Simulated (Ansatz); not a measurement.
# TiO2: the cost of one run

Computed with Ansatz 0.2.0 (DFT PBE, scalar-relativistic, plane waves, PAW, unless a step's input says otherwise).

## Step 1: The system as given

Symmetry: C2/m, No. 12, monoclinic system. Conventional cell: a = 12.307 Å, b = 3.767 Å, c = 6.616 Å, α = 90.00°, β = 106.95°, γ = 90.00°. Around Ti (site symmetry m) lie 5 O at 1.78 to 2.03 Å. Around Ti (site symmetry m) lie 6 O at 1.86 to 2.16 Å. O (site symmetry m) has 3 Ti at 1.86 to 2.16 Å in its first shell of neighbours. O (site symmetry m) is surrounded by 3 Ti at 1.94 to 2.03 Å. Around O (site symmetry m) lie 2 Ti at 1.78 to 1.87 Å. O (site symmetry m) is surrounded by 3 Ti at 1.96 to 2.16 Å.

As a file:

```
Ti O
1.0
     0.00000   -7.53387    0.00000
    -4.22525   -1.88347   -6.32897
     8.08190   -1.88347   -6.32897
Ti O
16 32
Direct
  0.17906 0.83717 0.44660
  0.67906 0.83717 0.44660
  0.42906 0.33717 0.94659
  0.92906 0.33717 0.94659
  0.17760 0.54487 0.74473
  0.42760 0.04487 0.24473
  0.67760 0.54487 0.74473
  0.92760 0.04487 0.24473
  0.07094 0.66283 0.05341
  0.57094 0.66283 0.05341
  0.32094 0.16283 0.55341
  0.82094 0.16283 0.55341
  0.07240 0.95513 0.75527
  0.32240 0.45513 0.25527
  0.57240 0.95513 0.75527
  0.82240 0.45513 0.25527
  0.09249 0.75666 0.87336
  0.34249 0.25666 0.37336
  0.59249 0.75666 0.87336
  0.84249 0.25666 0.37336
  0.17665 0.00863 0.28477
  0.67665 0.00863 0.28477
  0.42665 0.50863 0.78477
  0.92665 0.50863 0.78477
  0.00118 0.86484 0.13046
  0.50118 0.86483 0.13046
  0.25118 0.36483 0.63046
  0.75118 0.36483 0.63046
  0.15751 0.74334 0.62664
  0.40751 0.24334 0.12664
  0.65751 0.74334 0.62664
  0.90751 0.24334 0.12664
  0.08687 0.08974 0.56276
  0.33687 0.58974 0.06276
  0.58688 0.08974 0.56276
  0.83688 0.58974 0.06276
  0.24882 0.63516 0.36954
  0.74882 0.63517 0.36954
  0.49882 0.13517 0.86954
  0.99882 0.13517 0.86954
  0.16312 0.41026 0.93724
  0.41313 0.91026 0.43724
  0.66312 0.41026 0.93724
  0.91312 0.91026 0.43724
  0.07335 0.49137 0.21523
  0.57335 0.49137 0.21523
  0.32335 0.99137 0.71523
  0.82335 0.99137 0.71523
```

The runs take a perfect supercell of 48 atoms; the defect goes to fractional position (0.179, 0.837, 0.447).

## Step 2: The perfect supercell

input.yaml reads:

```yaml
crystal:
  lattice:
    - [0.0, -7.533873, 0.0]
    - [-4.225251, -1.883468, -6.328967]
    - [8.081903, -1.883468, -6.328967]
  atoms:
    - { symbol: Ti, position: [0.17906, 0.837166, 0.446595] }
    - { symbol: Ti, position: [0.67906, 0.837166, 0.446595] }
    - { symbol: Ti, position: [0.42906, 0.337166, 0.946595] }
    - { symbol: Ti, position: [0.92906, 0.337166, 0.946595] }
    - { symbol: Ti, position: [0.1776, 0.544871, 0.74473] }
    - { symbol: Ti, position: [0.4276, 0.044871, 0.24473] }
    - { symbol: Ti, position: [0.6776, 0.544871, 0.74473] }
    - { symbol: Ti, position: [0.9276, 0.044871, 0.24473] }
    - { symbol: Ti, position: [0.07094, 0.662834, 0.053405] }
    - { symbol: Ti, position: [0.570941, 0.662832, 0.053405] }
    - { symbol: Ti, position: [0.32094, 0.162834, 0.553405] }
    - { symbol: Ti, position: [0.82094, 0.162834, 0.553405] }
    - { symbol: Ti, position: [0.0724, 0.955129, 0.75527] }
    - { symbol: Ti, position: [0.3224, 0.455129, 0.25527] }
    - { symbol: Ti, position: [0.5724, 0.955129, 0.75527] }
    - { symbol: Ti, position: [0.8224, 0.455129, 0.25527] }
    - { symbol: O, position: [0.092495, 0.756657, 0.873363] }
    - { symbol: O, position: [0.342495, 0.256657, 0.373363] }
    - { symbol: O, position: [0.592495, 0.756657, 0.873363] }
    - { symbol: O, position: [0.842495, 0.256657, 0.373363] }
    - { symbol: O, position: [0.176651, 0.008628, 0.284768] }
    - { symbol: O, position: [0.676651, 0.008629, 0.284768] }
    - { symbol: O, position: [0.426651, 0.508629, 0.784768] }
    - { symbol: O, position: [0.926651, 0.508629, 0.784767] }
    - { symbol: O, position: [0.001177, 0.864835, 0.130457] }
    - { symbol: O, position: [0.501177, 0.864834, 0.130457] }
    - { symbol: O, position: [0.251177, 0.364834, 0.630457] }
    - { symbol: O, position: [0.751177, 0.364834, 0.630457] }
    - { symbol: O, position: [0.157505, 0.743343, 0.626637] }
    - { symbol: O, position: [0.407505, 0.243342, 0.126637] }
    - { symbol: O, position: [0.657505, 0.743342, 0.626637] }
    - { symbol: O, position: [0.907505, 0.243342, 0.126637] }
    - { symbol: O, position: [0.086875, 0.089738, 0.562762] }
    - { symbol: O, position: [0.336875, 0.589738, 0.062762] }
    - { symbol: O, position: [0.586875, 0.089738, 0.562762] }
    - { symbol: O, position: [0.836875, 0.589739, 0.062761] }
    - { symbol: O, position: [0.248823, 0.635165, 0.369543] }
    - { symbol: O, position: [0.748823, 0.635166, 0.369543] }
    - { symbol: O, position: [0.498823, 0.135165, 0.869543] }
    - { symbol: O, position: [0.998823, 0.135165, 0.869543] }
    - { symbol: O, position: [0.163125, 0.410261, 0.937239] }
    - { symbol: O, position: [0.413125, 0.910261, 0.437239] }
    - { symbol: O, position: [0.663125, 0.410261, 0.937239] }
    - { symbol: O, position: [0.913125, 0.910261, 0.437239] }
    - { symbol: O, position: [0.073349, 0.491372, 0.215232] }
    - { symbol: O, position: [0.573349, 0.491371, 0.215232] }
    - { symbol: O, position: [0.323349, 0.991371, 0.715232] }
    - { symbol: O, position: [0.823349, 0.991371, 0.715233] }
basis:
  ecutwfc: 420
  fft_grid_basis: typed
kpoints:
  mp_grid: { grid: [2, 2, 1] }
hamiltonian:
  xc: pbe
  pseudopotentials: { kind: paw }
scf:
  occupations: { method: gaussian, width: 0.05 }
output:
  forces: true
  stress: false
  eigenvalues: true
  bader: false
  write_density: true
  volumetric_format: npy
```

Command:

```sh
ansatz run input.yaml --threads 4 --pin off --max-ram 10240MiB --backend cpu --events-out ev --progress --plain --runs-dir out
```

**Question.** How long does this run take on 4 threads of Arm Neoverse N1, shared host, and how much memory does it need?

About 24 s, with a peak of 2.6 GiB.
